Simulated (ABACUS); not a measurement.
The system is Ni.

```
Ni
1.0
     0.00000    1.73757    1.73757
     1.73757    0.00000    1.73757
     1.73757    1.73757    0.00000
Ni
1
Cartesian
  0.0000 0.0000 0.0000
```

| Property | Result |
| --- | --- |
| Program | ABACUS 3.10.1 |
| Task | relaxation of cell and atoms |
| Functional | PW91 |
| Potentials or basis | SG15 ONCV 1.2 PBE |
| Cutoff | 1333 eV |
| Density cutoff | 5333 eV |
| Basis | plane waves |
| k mesh | 10 × 10 × 10 |
| Occupations | fermi-dirac, width 0.05 eV |
| Spin | collinear spin, ferromagnetic start |
| Starting moments | [1.0] μB |

At the start: pressure 8.7 GPa; volume 10.49 Å³/atom.

**Question.** Where does the relaxation end?

**Answer.** Over 7 steps the energy falls by 11.4 meV/atom and the volume is 10.92 Å³/atom (+4.1 %); space group Fm-3m (No. 225, to 0.05 Å); moment 0.70 μB per cell.

The path:
| step | energy change (eV) | largest force (eV/Å) | pressure (GPa) | volume (Å³) |
| --- | --- | --- | --- | --- |
| 1 | 0.0000 | 0.0000 | 8.72 | 10.49 |
| 2 | 0.0010 | 0.0000 | -7.76 | 11.42 |
| 3 | -0.0114 | 0.0000 | -0.06 | 10.93 |
| 4 | -0.0114 | 0.0000 | 0.06 | 10.92 |
| 5 | -0.0114 | 0.0000 | -0.10 | 10.93 |
| 6 | -0.0114 | 0.0000 | 0.11 | 10.92 |
| 7 | -0.0114 | 0.0000 | -0.04 | 10.92 |

Final structure:
```xyz
1
Lattice="0.0000 1.7611 1.7611 1.7611 0.0000 1.7611 1.7611 1.7611 0.0000" Properties=species:S:1:pos:R:3 pbc="T T T"
Ni    0.0000    0.0000    0.0000
```

Caveat: the potentials were made for another functional, which shifts forces and pressure.
